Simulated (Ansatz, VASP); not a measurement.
## NiO in VASP and in Ansatz

```
Ni O
1.0
     0.00000    2.08590    2.08590
     2.08590    0.00000    2.08590
     2.08590    2.08590    0.00000
Ni O
1 1
Direct
  0.00000 0.00000 0.00000
  0.50000 0.50000 0.50000
```

Alike in both runs: task band structure; functional PBE; k mesh 11 × 11 × 11; occupations fermi-dirac, width 0.05 eV; collinear spin, ferromagnetic start.

|  | VASP | Ansatz |
| --- | --- | --- |
| version | VASP 6.6.1 | Ansatz 0.2.0 |
| potentials or method | VASP PAW PBE potentials, release 64 (Ni_GW, O_GW) | Ansatz PAW |
| plane-wave cutoff (eV) | 550 | 420 |
| valence electrons in the cell | 16 | 24 |

Ansatz gave:

| Property | Result |
| --- | --- |
| gap on the k mesh at the Fermi level (eV) | none |
| pressure (GPa) | 5.7 |
| net moment per atom (μB) | 0.86 |
| size of the moment on the site where the two differ most (μB) | 0.27 |

Task: What did VASP give for the same quantities?

Result: gap on the k mesh at the Fermi level (eV): none; pressure (GPa): 4.2; net moment per atom (μB): 0.85; size of the moment on the site where the two differ most (μB): 0.26.

Site moments also hang on the region over which each program counts them. A gap of «none» marks a metal or a gap that the smearing closes. With one functional, cell and mesh, what is left measures potentials, basis and numerics. The two sets of potentials don't hold the same shells in valence.

Caveats: a cell with one magnetic atom can't hold antiferromagnetic order, which such compounds often take; semilocal functionals often make such compounds metallic where correlation or magnetic order opens a gap, which also shifts bond lengths; the pressure holds a Pulay correction of +0.7 GPa for the finite cutoff (Ansatz).
